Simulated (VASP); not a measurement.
# C62N (a cell with a defect) in VASP: further runs, part 2 of 3

VASP 6.6.1. The steps go on from the part before.

## 2. Hyperfine couplings, PBE, collinear spin, ferromagnetic start

The input, INCAR:

```
SYSTEM = C62N
ALGO     = Normal         ! electronic algorithm
EDIFF    = 1E-7           ! SCF threshold, eV
ENCUT    = 420            ! plane-wave cutoff, eV
GGA      = PE             ! functional
ISIF     = 2              ! what is computed and relaxed
ISMEAR   = 0              ! smearing method
ISPIN    = 2              ! spin polarisation
ISYM     = 0            
LASPH    = .True.         ! aspherical terms in the spheres
LCHARG   = .False.        ! write CHGCAR
LDMATRIX = .True.       
LEFG     = .True.       
LHYPERFINE= .True.       
LORBIT   = 11             ! projections on sites
LREAL    = .False.        ! projectors in reciprocal space
LWAVE    = .False.        ! write WAVECAR
MAGMOM   = 0 0 0 0 0 0 0 0 0 0 0 0 0 0 0 0 0 0 0 0 0 0 0 0 0 0 0.66 0 0 0 0 0 0 0 0 0 0 0 0 0 0 0 0 0 0.66 0 0 0 0 0 0 0 0 0 0.66 0 0 0 0 0 0 0 0 ! initial moments
NCORE    = 4            
NELECT   = 254          
NELM     = 100            ! most SCF steps
NGYROMAG = 3.0777 10.7084
NUPDOWN  = 2              ! fixed moment
PREC     = Accurate       ! precision mode
QUAD_EFG = 20.44 0      
SIGMA    = 0.01           ! smearing width, eV
```

The input, KPOINTS:

```
k-points
0
Gamma
  1 1 1
  0 0 0
```

The input, POSCAR:

```
C62N                                    
1.0
    7.1440000000      0.0000000000      0.0000000000
    0.0000000000      7.1440000000      0.0000000000
    0.0000000000      0.0000000000      7.1440000000
  N               C             
     1    62
Direct
     0.1376137065811621    0.1376136065882549    0.1376136879493818
     0.0060429094837302    0.2497973294434070    0.2497973211891816
     0.1252785695677894    0.3765358881948392    0.3765359068444044
     0.2497972680995077    0.0060429102046404    0.2497972810630756
     0.3765359090942367    0.1252785264920153    0.3765359045500346
     0.2497973064411025    0.2497973250391778    0.0060429233472509
     0.3765359114912967    0.3765358905390421    0.1252785658801498
     0.9998847996509994    0.9998848309184192    0.4999747339842280
     0.1242797364461172    0.1242796873218250    0.6261383981993410
     0.9983658102992738    0.2474719938043305    0.7519808255390238
     0.1235709929432392    0.3727931899507909    0.8773644419765325
     0.2474719780769276    0.9983658205476665    0.7519808152261238
     0.3727932174513676    0.1235709413900191    0.8773644119963870
     0.2500131913326075    0.2500131609274044    0.5013939752658116
     0.3746622124202891    0.3746621628530440    0.6258354538785438
     0.9998848210204391    0.4999747031973271    0.9998848302500670
     0.1242797417629432    0.6261384060770909    0.1242797260820657
     0.9983657677155553    0.7519808009995813    0.2474719444623242
     0.1235709509197767    0.8773644148065429    0.3727931921673293
     0.2500131750450627    0.5013939513812096    0.2500131672117932
     0.3746621698746445    0.6258354265721956    0.3746621657374305
     0.2474719407422961    0.7519807910322117    0.9983657690540955
     0.3727932016019896    0.8773644100922005    0.1235709374958929
     0.9999781863094296    0.4999016021088605    0.4999016009305745
     0.1239472035589563    0.6235861315618204    0.6235861426222663
     0.0012650994641400    0.7503495497527547    0.7503495437311910
     0.1328261699699972    0.8642605296341933    0.8642604723163628
     0.2495921848957798    0.4989235208155574    0.7509342639178953
     0.3754975146842102    0.6240872592535694    0.8754067050567972
     0.2495921631513343    0.7509342700134776    0.4989235069900659
     0.3754974795756501    0.8754067206562699    0.6240872472134742
     0.4999747372631798    0.9998848248656746    0.9998848080315005
     0.6261383807383125    0.1242796811688884    0.1242797191025197
     0.5013939819548052    0.2500131709465359    0.2500131966633026
     0.6258354398151913    0.3746621600185779    0.3746622045587191
     0.7519808111830637    0.9983658276365840    0.2474719834803774
     0.8773644127009723    0.1235709430064885    0.3727932069045791
     0.7519808248352837    0.2474719954494431    0.9983658071244526
     0.8773644328897741    0.3727931879478342    0.1235709878050952
     0.4999015910221574    0.9999781504979314    0.4999015904353205
     0.6235861546459985    0.1239472142579939    0.6235861588596935
     0.4989235287314053    0.2495921860604477    0.7509342764969074
     0.6240873018193742    0.3754975324118214    0.8754067463552344
     0.7503495507928155    0.0012651053013866    0.7503495435201862
     0.8642604953531500    0.1328262152248079    0.8642605091441276
     0.7509342780746708    0.2495921888667308    0.4989235280330331
     0.8754067360680522    0.3754975281199865    0.6240873015823036
     0.4999016009125431    0.4999016038909649    0.9999781738676616
     0.6235861457259247    0.6235861317281253    0.1239472149871060
     0.4989234976968301    0.7509342719938658    0.2495921640864349
     0.6240872484776089    0.8754067239658055    0.3754974855943373
     0.7509342715635327    0.4989235132223155    0.2495921919700883
     0.8754066996653339    0.6240872611372590    0.3754975144975073
     0.7503495476026106    0.7503495543623360    0.0012651094352950
     0.8642604769109997    0.8642605284246193    0.1328261787115371
     0.5000739184602736    0.5000739317332697    0.5000739228180157
     0.6250497243043610    0.6250497533920865    0.6250497292357793
     0.5000887426880788    0.7501054194649720    0.7501054000302567
     0.6254012423275196    0.8751810750594521    0.8751810060474977
     0.7501054704989311    0.5000887650494245    0.7501054612890379
     0.8751810511644019    0.6254013187453683    0.8751810431233500
     0.7501054139076035    0.7501054197612005    0.5000887372925690
     0.8751810005333894    0.8751810641180637    0.6254012367870793
```

Potentials or basis: VASP PAW PBE potentials, release 64 (N, C).

On the command line:

```
> cat potpaw_PBE.64/N/POTCAR potpaw_PBE.64/C/POTCAR > POTCAR
> mpirun -np 8 vasp_std > vasp.out
```

OUTCAR:

```text
SYSTEM = C62N
   EDIFF = 1E-7
   ENCUT = 420
   GGA = PE
   ISIF = 2
   ISMEAR = 0
   ISPIN = 2
   ISYM = 0
   LASPH = .True.
   LORBIT = 11
   LREAL = .False.
   NELECT = 254
   NELM = 100
   NUPDOWN = 2
   PREC = Accurate

 ion  position               nearest neighbor table
   1  0.138  0.138  0.138-   4 1.47   6 1.47   2 1.47
   2  0.006  0.250  0.250-   1 1.47   3 1.54  39 1.56  37 1.56
   3  0.125  0.377  0.377-  24 1.53   2 1.54  20 1.55  14 1.55
   4  0.250  0.006  0.250-   1 1.47   5 1.54  19 1.56  23 1.56
   5  0.377  0.125  0.377-  40 1.53   4 1.54  14 1.55  34 1.55
   6  0.250  0.250  0.006-   1 1.47   7 1.54  11 1.56  13 1.56
   7  0.377  0.377  0.125-  48 1.53   6 1.54  20 1.55  34 1.55
[... 42 lines left out ...]
  50  0.499  0.751  0.250-  21 1.54  51 1.55  49 1.56  23 1.56
  51  0.624  0.875  0.375-  40 1.54  50 1.55  62 1.55  36 1.56
  52  0.751  0.499  0.250-  35 1.54  53 1.55  49 1.56  39 1.56
  53  0.875  0.624  0.375-  24 1.54  52 1.55  62 1.55  18 1.56
  54  0.750  0.750  0.001-  55 1.49  61 1.55  59 1.55  49 1.55
  55  0.864  0.864  0.133-  54 1.49  36 1.49  18 1.49
  56  0.500  0.500  0.500-  57 1.55  21 1.55  15 1.55  35 1.55
  57  0.625  0.625  0.625-  56 1.55  58 1.55  62 1.55  60 1.55
  58  0.500  0.750  0.750-  57 1.55  59 1.55  29 1.55  31 1.55
  59  0.625  0.875  0.875-  32 1.55  58 1.55  44 1.55  54 1.55
  60  0.750  0.500  0.750-  57 1.55  61 1.55  47 1.55  43 1.55
  61  0.875  0.625  0.875-  16 1.55  60 1.55  26 1.55  54 1.55
  62  0.750  0.750  0.500-  57 1.55  63 1.55  53 1.55  51 1.55
  63  0.875  0.875  0.625-   8 1.55  62 1.55  44 1.55  26 1.55

IMPORTANT INFORMATION: All symmetrisations will be switched off!
NOSYMM: (Re-)initialisation of all symmetry stuff for point group C_1.

----------------------------------------------------------------------------------------

                                     Primitive cell

  volume of cell :     364.6064

  direct lattice vectors                    reciprocal lattice vectors
     7.144000000  0.000000000  0.000000000     0.139977604  0.000000000  0.000000000
     0.000000000  7.144000000  0.000000000     0.000000000  0.139977604  0.000000000
     0.000000000  0.000000000  7.144000000     0.000000000  0.000000000  0.139977604

  length of vectors
     7.144000000  7.144000000  7.144000000     0.139977604  0.139977604  0.139977604

  position of ions in fractional coordinates (direct lattice)
     0.137613707  0.137613607  0.137613688
     0.006042909  0.249797329  0.249797321
     0.125278570  0.376535888  0.376535907
     0.249797268  0.006042910  0.249797281
     0.376535909  0.125278526  0.376535905
     0.249797306  0.249797325  0.006042923
[... 55 lines left out ...]
     0.750105414  0.750105420  0.500088737
     0.875181001  0.875181064  0.625401237

  ion indices of the primitive-cell ions
   primitive index   ion index
                 1           1
                 2           2
                 3           3
                 4           4
                 5           5
                 6           6
[... 55 lines left out ...]
                62          62
                63          63

----------------------------------------------------------------------------------------

[... 568 lines left out ...]
   1      73.084    73.084  -146.168       0.000
   2      -9.134    -8.691    17.825       0.025
   3       3.049     0.512    -3.561       0.712
   4      -9.134    -8.691    17.825       0.025
   5       3.049     0.512    -3.561       0.712
   6      -9.134    -8.691    17.825       0.025
[... 55 lines left out ...]
  62       0.723     0.679    -1.402       0.032
  63      -1.295    -0.828     2.124       0.220
----------------------------------------------------------------------

           NMR quadrupolar parameters

 Cq : quadrupolar parameter    Cq=e*Q*V_zz/h
 eta: asymmetry parameters     (V_yy - V_xx)/ V_zz
 Q  : nuclear electric quadrupole moment in mb (millibarn)
----------------------------------------------------------------------
 ion       Cq(MHz)       eta       Q (mb)
----------------------------------------------------------------------
   1      -7.224       0.000      20.440
   2       0.000       0.025       0.000
   3       0.000       0.712       0.000
   4       0.000       0.025       0.000
   5       0.000       0.712       0.000
   6       0.000       0.025       0.000
[... 55 lines left out ...]
  62       0.000       0.032       0.000
  63       0.000       0.220       0.000
----------------------------------------------------------------------

 Fermi contact (isotropic) hyperfine coupling parameter (MHz)
 -------------------------------------------------------------
  ion      A_pw      A_1PS     A_1AE     A_1c      A_tot
 -------------------------------------------------------------
   1       0.143     0.141    -2.097    -0.338    -2.096
   2       0.002     0.002    -0.488    -0.033    -0.487
   3       0.241     0.242     0.329    -0.489     0.328
   4       0.002     0.002    -0.488    -0.033    -0.487
   5       0.241     0.242     0.329    -0.489     0.328
   6       0.002     0.002    -0.488    -0.033    -0.487
[... 55 lines left out ...]
  62      -0.129    -0.131    -2.485     0.133    -2.483
  63       0.646     0.651     4.347    -1.109     4.342
 -------------------------------------------------------------

 Dipolar hyperfine coupling parameters (MHz)
 ---------------------------------------------------------------------
  ion      A_xx      A_yy      A_zz      A_xy      A_xz      A_yz
 ---------------------------------------------------------------------
   1       0.000    -0.000    -0.000    -0.024    -0.024    -0.024
   2      -0.613     0.307     0.307     0.063     0.063     0.621
   3       0.074    -0.037    -0.037    -0.413    -0.413     0.292
   4       0.307    -0.613     0.307     0.063     0.621     0.063
   5      -0.037     0.074    -0.037    -0.413     0.292    -0.413
   6       0.307     0.307    -0.613     0.621     0.063     0.063
[... 55 lines left out ...]
  62      -0.215    -0.215     0.431     0.072    -0.080    -0.080
  63      -0.161    -0.161     0.322    -1.144     0.614     0.614
 ---------------------------------------------------------------------

 Total hyperfine coupling parameters after diagonalization (MHz)
 (convention: |A_zz| > |A_xx| > |A_yy|)
 ----------------------------------------------------------------------
  ion      A_xx      A_yy      A_zz     asymmetry (A_yy - A_xx)/ A_zz
 ----------------------------------------------------------------------
   1      -2.071    -2.071    -2.145      -0.000
   2      -0.801     0.445    -1.106      -1.127
   3      -0.098    -0.001     1.084       0.090
   4      -0.801     0.445    -1.106      -1.128
   5      -0.098    -0.001     1.084       0.090
   6      -0.801     0.445    -1.106      -1.128
[... 55 lines left out ...]
  62      -2.647    -2.030    -2.770      -0.223
  63       5.040     2.661     5.325      -0.447
 ---------------------------------------------------------------------

 Spin-spin contribution to zero-field splitting tensor (MHz)
 ---------------------------------------------------------------
      D_xx      D_yy      D_zz      D_xy      D_xz      D_yz
 ---------------------------------------------------------------
     -0.000    -0.000     0.000   990.747   990.745   990.745
 ---------------------------------------------------------------

 after diagonalization
 ---------------------------------------------
     D_diag          eigenvector (x,y,z)
 ---------------------------------------------
   -990.745      -0.396    -0.421     0.816
   -990.747      -0.714     0.700     0.014
   1981.492      -0.577    -0.577    -0.577
---------------------------------------------

 total charge

# of ion       s       p       d       tot
------------------------------------------
    1        1.211   2.686   0.000   3.897
    2        0.821   1.726   0.000   2.547
    3        0.831   1.772   0.000   2.603
    4        0.821   1.726   0.000   2.547
    5        0.831   1.772   0.000   2.603
    6        0.821   1.726   0.000   2.547
[... 55 lines left out ...]
   62        0.826   1.759   0.000   2.585
   63        0.826   1.758   0.000   2.584
--------------------------------------------------
tot         52.507 111.729   0.000 164.236

 magnetization (x)

# of ion       s       p       d       tot
------------------------------------------
    1       -0.001   0.007   0.000   0.005
    2       -0.000   0.000   0.000  -0.000
    3        0.000   0.004   0.000   0.004
    4       -0.000   0.000   0.000  -0.000
    5        0.000   0.004   0.000   0.004
    6       -0.000   0.000   0.000  -0.000
[... 55 lines left out ...]
   62       -0.001  -0.002   0.000  -0.002
   63        0.001   0.010   0.000   0.011
--------------------------------------------------
tot          0.132   1.156   0.000   1.287
```

It took 1.9 min on 8 MPI ranks of Intel Xeon Platinum 8488C (Sapphire Rapids), shared host; peak memory 0.15 GiB.

What came out:

| Property | Result |
| --- | --- |
| Free energy | -550.2581 eV |
| Largest force | 0.008 eV/Å |
| Net moment | 2.00 μB per cell |
| Site moments | N +0.01; C -0.00, +0.00, +0.01, -0.01, +0.02, +0.33, +0.03 μB |
| Valence electrons inside the program's atomic spheres | N 3.90; C 2.55, 2.60, 2.59, 2.58, 2.61 |

Forces on the atoms (eV/Å):
```
N    0.003  0.003  0.003
C    0.002  0.000  0.000
C    0.004  0.001  0.001
C    0.000  0.002  0.000
C    0.001  0.004  0.001
C    0.000  0.000  0.002
C    0.001  0.001  0.004
C    0.001  0.001  0.000
C   -0.001 -0.001  0.001
C    0.001 -0.005  0.003
C    0.001 -0.001  0.002
C   -0.005  0.001  0.003
C   -0.001  0.001  0.002
C   -0.004 -0.004  0.001
C   -0.003 -0.003  0.004
C    0.001  0.000  0.001
C   -0.001  0.001 -0.001
C    0.001  0.003 -0.005
C    0.001  0.002 -0.001
C   -0.004  0.001 -0.004
C   -0.003  0.004 -0.003
C   -0.005  0.003  0.001
C   -0.001  0.002  0.001
C   -0.001 -0.002 -0.002
C    0.008  0.002  0.002
C   -0.001  0.000  0.000
C   -0.006  0.002  0.002
C   -0.006  0.000  0.005
C   -0.001  0.000 -0.004
C   -0.006  0.005  0.000
C   -0.001 -0.004  0.000
C    0.000  0.001  0.001
C    0.001 -0.001 -0.001
C    0.001 -0.004 -0.004
C    0.004 -0.003 -0.003
C    0.003  0.001 -0.005
C    0.002  0.001 -0.001
C    0.003 -0.005  0.001
C    0.002 -0.001  0.001
C   -0.002 -0.001 -0.002
C    0.002  0.008  0.002
C    0.000 -0.006  0.005
C    0.000 -0.001 -0.004
C    0.000 -0.001  0.000
C    0.002 -0.006  0.002
C    0.005 -0.006  0.000
C   -0.004 -0.001  0.000
C   -0.002 -0.002 -0.001
C    0.002  0.002  0.008
C    0.000  0.005 -0.006
C    0.000 -0.004 -0.001
C    0.005  0.000 -0.006
C   -0.004  0.000 -0.001
C    0.000  0.000 -0.001
C    0.002  0.002 -0.006
C    0.000  0.000  0.000
C    0.002  0.002  0.002
C    0.000  0.004  0.004
C   -0.003 -0.001 -0.001
C    0.004  0.000  0.004
C   -0.001 -0.003 -0.001
C    0.004  0.004  0.000
C   -0.001 -0.001 -0.003
```

Electric field gradients, principal values (V/Å²):
| atom | Vxx | Vyy | Vzz |
| --- | --- | --- | --- |
| 1 N | 73.084 | 73.084 | -146.168 |
| 2 C | -8.691 | -9.134 | 17.825 |
| 3 C | 0.512 | 3.049 | -3.561 |
| 4 C | -8.691 | -9.134 | 17.825 |
| 5 C | 0.512 | 3.049 | -3.561 |
| 6 C | -8.691 | -9.134 | 17.825 |
| 7 C | 0.512 | 3.049 | -3.561 |
| 8 C | -0.027 | -0.643 | 0.670 |
| 9 C | -1.173 | -1.660 | 2.833 |
| 10 C | 2.634 | 7.369 | -10.003 |
| 11 C | -0.055 | -3.405 | 3.460 |
| 12 C | 2.634 | 7.369 | -10.003 |
| 13 C | -0.055 | -3.405 | 3.460 |
| 14 C | 0.002 | 1.005 | -1.007 |
| 15 C | -0.711 | -0.999 | 1.711 |
| 16 C | -0.027 | -0.643 | 0.670 |
| 17 C | -1.173 | -1.660 | 2.833 |
| 18 C | 2.634 | 7.369 | -10.003 |
| 19 C | -0.055 | -3.405 | 3.460 |
| 20 C | 0.002 | 1.005 | -1.007 |
| 21 C | -0.711 | -0.999 | 1.711 |
| 22 C | 2.634 | 7.369 | -10.003 |
| 23 C | -0.055 | -3.405 | 3.460 |
| 24 C | 0.374 | 1.536 | -1.910 |
| 25 C | -0.297 | -3.561 | 3.859 |
| 26 C | 3.468 | 7.215 | -10.683 |
| 27 C | 8.445 | 10.572 | -19.018 |
| 28 C | -0.432 | -1.237 | 1.669 |
| 29 C | 1.268 | 1.733 | -3.000 |
| 30 C | -0.432 | -1.237 | 1.669 |
| 31 C | 1.268 | 1.733 | -3.000 |
| 32 C | -0.027 | -0.643 | 0.670 |
| 33 C | -1.173 | -1.660 | 2.833 |
| 34 C | 0.002 | 1.005 | -1.007 |
| 35 C | -0.711 | -0.999 | 1.711 |
| 36 C | 2.634 | 7.369 | -10.003 |
| 37 C | -0.055 | -3.405 | 3.460 |
| 38 C | 2.634 | 7.369 | -10.003 |
| 39 C | -0.055 | -3.405 | 3.460 |
| 40 C | 0.374 | 1.536 | -1.910 |
| 41 C | -0.297 | -3.561 | 3.859 |
| 42 C | -0.432 | -1.237 | 1.669 |
| 43 C | 1.268 | 1.733 | -3.000 |
| 44 C | 3.468 | 7.215 | -10.683 |
| 45 C | 8.445 | 10.572 | -19.018 |
| 46 C | -0.432 | -1.237 | 1.669 |
| 47 C | 1.268 | 1.733 | -3.000 |
| 48 C | 0.374 | 1.536 | -1.910 |
| 49 C | -0.297 | -3.561 | 3.859 |
| 50 C | -0.432 | -1.237 | 1.669 |
| 51 C | 1.268 | 1.733 | -3.000 |
| 52 C | -0.432 | -1.237 | 1.669 |
| 53 C | 1.268 | 1.733 | -3.000 |
| 54 C | 3.468 | 7.215 | -10.683 |
| 55 C | 8.445 | 10.572 | -19.017 |
| 56 C | 0.581 | 0.581 | -1.162 |
| 57 C | -0.437 | -0.437 | 0.875 |
| 58 C | 0.679 | 0.723 | -1.402 |
| 59 C | -0.828 | -1.295 | 2.124 |
| 60 C | 0.679 | 0.723 | -1.402 |
| 61 C | -0.828 | -1.295 | 2.124 |
| 62 C | 0.679 | 0.723 | -1.402 |
| 63 C | -0.828 | -1.295 | 2.124 |

Hyperfine coupling, principal values (MHz):
```tsv
atom	values
1 N	-2.1, -2.1, -2.1
2 C	-0.8, 0.4, -1.1
3 C	-0.1, 0.0, 1.1
4 C	-0.8, 0.4, -1.1
5 C	-0.1, 0.0, 1.1
6 C	-0.8, 0.4, -1.1
7 C	-0.1, 0.0, 1.1
8 C	-2.4, -0.9, -2.5
9 C	0.9, 0.2, 2.2
10 C	-9.3, -5.6, -9.6
11 C	2.6, 2.1, 4.0
12 C	-9.3, -5.6, -9.6
13 C	2.6, 2.1, 4.0
14 C	-0.5, -0.3, -0.6
15 C	1.7, 1.4, 1.8
16 C	-2.4, -0.9, -2.5
17 C	0.9, 0.2, 2.2
18 C	-9.3, -5.6, -9.6
19 C	2.6, 2.1, 4.0
20 C	-0.5, -0.3, -0.6
21 C	1.7, 1.4, 1.8
22 C	-9.3, -5.6, -9.6
23 C	2.6, 2.1, 4.0
24 C	1.2, -0.9, -2.6
25 C	15.6, 15.4, 21.1
26 C	-10.1, -7.9, -10.2
27 C	100.0, 99.0, 179.6
28 C	-1.0, -0.4, -1.3
29 C	15.6, 14.9, 21.3
30 C	-1.0, -0.4, -1.3
31 C	15.6, 14.9, 21.3
32 C	-2.4, -0.9, -2.5
33 C	0.9, 0.2, 2.2
34 C	-0.5, -0.3, -0.6
35 C	1.7, 1.4, 1.8
36 C	-9.3, -5.6, -9.6
37 C	2.6, 2.1, 4.0
38 C	-9.3, -5.6, -9.6
39 C	2.6, 2.1, 4.0
40 C	1.2, -0.9, -2.6
41 C	15.6, 15.4, 21.1
42 C	-1.0, -0.4, -1.3
43 C	15.6, 14.9, 21.3
44 C	-10.1, -7.9, -10.2
45 C	100.0, 99.0, 179.6
46 C	-1.0, -0.4, -1.3
47 C	15.6, 14.9, 21.3
48 C	1.2, -0.9, -2.6
49 C	15.6, 15.4, 21.1
50 C	-1.0, -0.4, -1.3
51 C	15.6, 14.9, 21.3
52 C	-1.0, -0.4, -1.3
53 C	15.6, 14.9, 21.3
54 C	-10.1, -7.9, -10.2
55 C	100.0, 99.0, 179.6
56 C	0.1, 0.1, -0.3
57 C	-1.0, -1.0, -1.3
58 C	-2.6, -2.0, -2.8
59 C	5.0, 2.7, 5.3
60 C	-2.6, -2.0, -2.8
61 C	5.0, 2.7, 5.3
62 C	-2.6, -2.0, -2.8
63 C	5.0, 2.7, 5.3
```

Caveat: the cell carries a net charge on a neutralising background, which shifts energy and pressure; the total moment is fixed, so each spin has its own Fermi level.

[end of part 2 of 3]
